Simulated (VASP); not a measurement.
**SiC (Moissanite 6H): NMR shieldings**

Aim: NMR shielding tensors and field gradients of SiC (Moissanite 6H). The cell has space group P6_3mc. The start is a cell from a database of measured crystal structures.

Method: LDA; plane waves and PAW (Si, C), in the first sound run; inputs show where later runs differ, in VASP 6.6.1.

The database entry behind the starting cell differs from later determinations by our own check (an axis about 0.5 % long against later determinations), so it need not match the best structure at ambient conditions.

## 1. The starting structure

The structure is hexagonal, space group P6_3mc (No. 186). The conventional cell has a = 3.095 Å, b = 3.095 Å, c = 15.170 Å, α = 90.00°, β = 90.00°, γ = 120.00°. Nearest to Si lie 4 C at 1.90 Å. Si has 4 C at 1.90 Å nearest. Nearest to C lie 4 Si at 1.90 Å. C has 4 Si at 1.90 Å nearest. Farther neighbours are not listed.

As a file:

```
Si C
1.0
     3.09500    0.00000    0.00000
    -1.54750    2.68035    0.00000
     0.00000    0.00000   15.17000
Si C
6 6
Direct
  0.66667 0.33333 0.45830
  0.33333 0.66667 0.95830
  0.66667 0.33333 0.79170
  0.33333 0.66667 0.29170
  0.00000 0.00000 0.62500
  0.00000 0.00000 0.12500
  0.66667 0.33333 0.33330
  0.33333 0.66667 0.83330
  0.66667 0.33333 0.66670
  0.33333 0.66667 0.16670
  0.00000 0.00000 0.50000
  0.00000 0.00000 0.00000
```

## 2. Ground state

A ground-state run shows first whether the cell has a gap, which the next steps need; its size sets how fine their mesh has to be.

INCAR

```
SYSTEM = SiC
PREC = Accurate
ENCUT = 520
EDIFF = 1E-07
NELM = 100
ISMEAR = 0
SIGMA = 0.01
LREAL = .FALSE.
ALGO = Normal
GGA = CA
NBANDS = 36
LORBIT = 11
LWAVE = .FALSE.
LCHARG = .FALSE.
KPAR = 4
```

POSCAR

```
SiC
1.0
    3.0950000000      0.0000000000      0.0000000000
   -1.5475000000      2.6803486247      0.0000000000
    0.0000000000      0.0000000000     15.1700000000
Si C
6 6
Direct
    0.6666666667      0.3333333333      0.4583000000
    0.3333333333      0.6666666667      0.9583000000
    0.6666666667      0.3333333333      0.7917000000
    0.3333333333      0.6666666667      0.2917000000
    0.0000000000      0.0000000000      0.6250000000
    0.0000000000      0.0000000000      0.1250000000
    0.6666666667      0.3333333333      0.3333000000
    0.3333333333      0.6666666667      0.8333000000
    0.6666666667      0.3333333333      0.6667000000
    0.3333333333      0.6666666667      0.1667000000
    0.0000000000      0.0000000000      0.5000000000
    0.0000000000      0.0000000000      0.0000000000
```

KPOINTS

```
Automatic mesh
0
Gamma
8 8 2
0 0 0
```

Potentials, in the order of the species: Si and C (PBE family, release 64).

Command:

```bash
$ mpirun -np 4 vasp_std
```

The log of the run:

```text
[banner, memory and clock lines left out]
running    4 mpi-ranks, on    1 nodes
 distrk:  each k-point on    1 cores,    4 groups
 distr:  one band on    1 cores,    1 groups

 POSCAR found type information on POSCAR SiC
 POSCAR found :  2 types and      12 ions
|                                                                             |
|               ----> ADVICE to this user running VASP <----                  |
|                                                                             |
|     You enforced a specific xc type in the INCAR file but a different       |
|     [... a line on the potential file left out ...]
|     I HOPE YOU KNOW WHAT YOU ARE DOING!                                     |
|                                                                             |

 LDA part: xc-table for (Slater(with rela. corr.)+CA(PZ))
 , standard interpolation
 POSCAR, INCAR and KPOINTS ok, starting setup
 FFT: planning ... GRIDC
 FFT: planning ... GRID_SOFT
 FFT: planning ... GRID
 WAVECAR not read
 entering main loop
       N       E                     dE             d eps       ncg     rms          rms(c)
DAV:   1     0.115022993937E+03    0.11502E+03   -0.21887E+04  1440   0.121E+03
DAV:   2    -0.986129246237E+02   -0.21364E+03   -0.19976E+03  1900   0.207E+02
DAV:   3    -0.110579497558E+03   -0.11967E+02   -0.11877E+02  1896   0.469E+01
DAV:   4    -0.110767548826E+03   -0.18805E+00   -0.18763E+00  1856   0.670E+00
DAV:   5    -0.110771660768E+03   -0.41119E-02   -0.41077E-02  1840   0.952E-01    0.198E+01
DAV:   6    -0.999190351117E+02    0.10853E+02   -0.32768E+01  1788   0.209E+01    0.832E+00
DAV:   7    -0.995962296248E+02    0.32281E+00   -0.29484E+00  1952   0.654E+00    0.375E+00
DAV:   8    -0.994921229454E+02    0.10411E+00   -0.19678E-01  1744   0.177E+00    0.119E+00
DAV:   9    -0.994763032185E+02    0.15820E-01   -0.28490E-02  1800   0.721E-01    0.169E-01
DAV:  10    -0.994764599532E+02   -0.15673E-03   -0.21186E-03  1804   0.199E-01    0.809E-02
DAV:  11    -0.994764718062E+02   -0.11853E-04   -0.63811E-05  1848   0.424E-02    0.308E-02
DAV:  12    -0.994764637679E+02    0.80383E-05   -0.12886E-05  1828   0.155E-02    0.136E-02
DAV:  13    -0.994764628687E+02    0.89924E-06   -0.47278E-06  1800   0.829E-03    0.172E-03
DAV:  14    -0.994764628956E+02   -0.26886E-07   -0.40827E-07  1572   0.332E-03
   1 F= -.99476463E+02 E0= -.99476463E+02  d E =-.144233E-35
```

Run time: 38 s. Hardware: 4 MPI ranks of AMD EPYC 7R43, shared host; peak memory 0.77 GiB.

Lines that name or quote the potential files are left out of all logs, and their timing lines are given in words.

From OUTCAR (step 2):

```text
ion  position               nearest neighbor table
   1  0.667  0.333  0.458-  11 1.90  11 1.90  11 1.90   7 1.90   4 3.10   4 3.10   4 3.10   5 3.10
                             5 3.10   5 3.10
   2  0.333  0.667  0.958-  12 1.90  12 1.90  12 1.90   8 1.90   3 3.10   3 3.10   3 3.10   6 3.10
                             6 3.10   6 3.10
   3  0.667  0.333  0.792-   8 1.90   8 1.90   8 1.90   9 1.90   2 3.10   2 3.10   2 3.10   5 3.10
                             5 3.10   5 3.10
   4  0.333  0.667  0.292-   7 1.90   7 1.90   7 1.90  10 1.90   1 3.10   1 3.10   1 3.10   6 3.10
                             6 3.10   6 3.10
   5  0.000  0.000  0.625-   9 1.90   9 1.90   9 1.90  11 1.90   3 3.10   1 3.10   3 3.10   1 3.10
                             1 3.10   3 3.10
   6  0.000  0.000  0.125-  10 1.90  10 1.90  10 1.90  12 1.90   4 3.10   2 3.10   2 3.10   4 3.10
                             4 3.10   2 3.10
   7  0.667  0.333  0.333-   4 1.90   4 1.90   4 1.90   1 1.90
   8  0.333  0.667  0.833-   3 1.90   3 1.90   3 1.90   2 1.90
   9  0.667  0.333  0.667-   5 1.90   5 1.90   5 1.90   3 1.90
  10  0.333  0.667  0.167-   6 1.90   6 1.90   6 1.90   4 1.90
  11  0.000  0.000  0.500-   1 1.90   1 1.90   1 1.90   5 1.90
  12  0.000  0.000  0.000-   2 1.90   2 1.90   2 1.90   6 1.90

  LATTYP: Found a hexagonal cell.
 ALAT       =     3.0950000000
 C/A-ratio  =     4.9014539580

 Subroutine GETGRP returns: Found 12 space group operations
 (whereof  6 operations were pure point group operations)

The static configuration has the point symmetry C_3v.
 The point group associated with its full space group is C_6v.

 Found     20 irreducible k-points:

   k-points           NKPTS =     20   k-points in BZ     NKDIM =     20   number of bands    NBANDS=     36

   dimension x,y,z NGX =    24 NGY =   24 NGZ =  120
   dimension x,y,z NGXF=    48 NGYF=   48 NGZF=  240

   ENCUT  =  520.0 eV  38.22 Ry    6.18 a.u.   5.75  5.75 28.21*2*pi/ulx,y,z

   NELECT =      48.0000    total number of electrons

 k-points in reciprocal lattice and weights: Automatic mesh
   0.00000000  0.00000000  0.00000000       0.008
   0.12500000  0.00000000  0.00000000       0.047
   0.25000000  0.00000000  0.00000000       0.047
   0.37500000  0.00000000  0.00000000       0.047
   0.50000000  0.00000000  0.00000000       0.023
   0.12500000  0.12500000  0.00000000       0.047
   0.25000000  0.12500000  0.00000000       0.094
   0.37500000  0.12500000  0.00000000       0.094
   0.25000000  0.25000000  0.00000000       0.047
[...]
0.25000000  0.25000000  0.50000000       0.047
   0.37500000  0.25000000  0.50000000       0.047

 average (electrostatic) potential at core
       1 -80.1002       2 -80.1002       3 -80.1162       4 -80.1162       5 -80.1517
       6 -80.1517       7 -44.9885       8 -44.9885       9 -45.0378      10 -45.0378
      11 -44.9647      12 -44.9647

 E-fermi :   7.8977

 k-point     1 :       0.0000    0.0000    0.0000
  band No.  band energies     occupation
    ...
     20       7.5087      2.00000
     21       7.5087      2.00000
     22       7.7657      2.00000
     23       7.8121      2.00000
     24       7.8121      2.00000
     25      12.8186      0.00000
     26      12.9862      0.00000
     27      13.3929      0.00000
     28      13.9016      0.00000
     29      13.9985      0.00000
    ...

 k-point     2 :       0.1250    0.0000    0.0000
  band No.  band energies     occupation
    ...
     20       6.9228      2.00000
     21       7.2010      2.00000
     22       7.2611      2.00000
     23       7.5916      2.00000
     24       7.6868      2.00000
     25      12.9029      0.00000
     26      13.2112      0.00000
     27      13.3107      0.00000
     28      13.9185      0.00000
     29      14.1333      0.00000
    ...

 k-point     3 :       0.2500    0.0000    0.0000
  band No.  band energies     occupation
    ...
     20       6.1715      2.00000
     21       6.6551      2.00000
     22       6.6939      2.00000
     23       7.0884      2.00000
     24       7.2766      2.00000
     25      11.3576      0.00000
     26      11.6077      0.00000
     27      12.0402      0.00000
     28      12.7014      0.00000
     29      13.4146      0.00000
    ...

  Total       -4.6703475     -4.6703475     -4.0520732      0.0000000      0.0000000      0.0000000
  in kB      -59.4596378    -59.4596378    -51.5881960      0.0000000      0.0000000      0.0000000
  external PRESSURE =     -56.8358239 kB  Pullay stress =       0.0000000 kB

  energy-cutoff  :      520.00
  volume of cell :      125.85
      direct lattice vectors                 reciprocal lattice vectors
     3.095000000  0.000000000  0.000000000     0.323101777  0.186542898  0.000000000
    -1.547500000  2.680348625  0.000000000     0.000000000  0.373085796  0.000000000
     0.000000000  0.000000000 15.170000000     0.000000000  0.000000000  0.065919578

 POSITION                                       TOTAL-FORCE (eV/Angst)
 -----------------------------------------------------------------------------------
      1.54750      0.89345      6.95241        -0.000000      0.000000      0.049254
     -0.00000      1.78690     14.53741         0.000000      0.000000      0.049254
      1.54750      0.89345     12.01009        -0.000000      0.000000      0.022342
     -0.00000      1.78690      4.42509        -0.000000      0.000000      0.022342
      0.00000      0.00000      9.48125         0.000000     -0.000000      0.051105
      0.00000      0.00000      1.89625        -0.000000      0.000000      0.051105
      1.54750      0.89345      5.05616         0.000000     -0.000000     -0.011685
     -0.00000      1.78690     12.64116        -0.000000     -0.000000     -0.011685
      1.54750      0.89345     10.11384        -0.000000      0.000000      0.033594
     -0.00000      1.78690      2.52884         0.000000     -0.000000      0.033594
      0.00000      0.00000      7.58500         0.000000      0.000000     -0.144610
      0.00000      0.00000      0.00000         0.000000     -0.000000     -0.144610
 -----------------------------------------------------------------------------------
    total drift:                                0.000000      0.000000     -0.000735

  FREE ENERGIE OF THE ION-ELECTRON SYSTEM (eV)
  ---------------------------------------------------
  free  energy   TOTEN  =       -99.4764628956 eV

  energy  without entropy=      -99.4764628956  energy(sigma->0) =      -99.47646290

 total charge
# of ion       s       p       d       tot
------------------------------------------
    1        0.706   0.961   0.000   1.667
    2        0.706   0.961   0.000   1.667
    3        0.705   0.965   0.000   1.670
    4        0.705   0.965   0.000   1.670
    5        0.706   0.965   0.000   1.671
    6        0.706   0.965   0.000   1.671
    7        0.820   1.696   0.000   2.516
    8        0.820   1.696   0.000   2.516
    9        0.820   1.696   0.000   2.516
   10        0.820   1.696   0.000   2.516
   11        0.820   1.697   0.000   2.517
   12        0.820   1.697   0.000   2.517
--------------------------------------------------
tot          9.154  15.957   0.000  25.111

[... 3 further parts left out ...]
```

The gap is read on the k-mesh alone, so it is an upper bound where the band edges lie off the mesh. The PAW data sets were made with PBE, though LDA sets exist; this is a small mismatch.

Numbers from this step:

* free energy (TOTEN): -99.4765 eV
* Fermi energy: 7.898 eV
* pressure: -5.684 GPa
* gap on the k-mesh: 1.969 eV
* least direct gap on the k-mesh: 3.073 eV

The cell has a gap of 1.97 eV on this mesh and a pressure of -5.7 GPa, which holds the misfit of the given cell and coordinates with this functional, and any error of cutoff, mesh and data sets. Forces of up to 0.14 eV/Å remain in these settings, with PBE data sets under LDA.

[end of part 1 of 3]

[Lines on the potential files, build, host, timing and source positions are cut from VASP's logs without a mark.]

[Logs are printed without paths, hosts, clocks, repeated set-up lines and the standing remarks that a program may print on its own settings, such as how far it seeks lower states.]

[Hosts, paths, dates, database ids (printed as entryN), source tags and the programs' standing remarks are cut or masked in the printed files.]
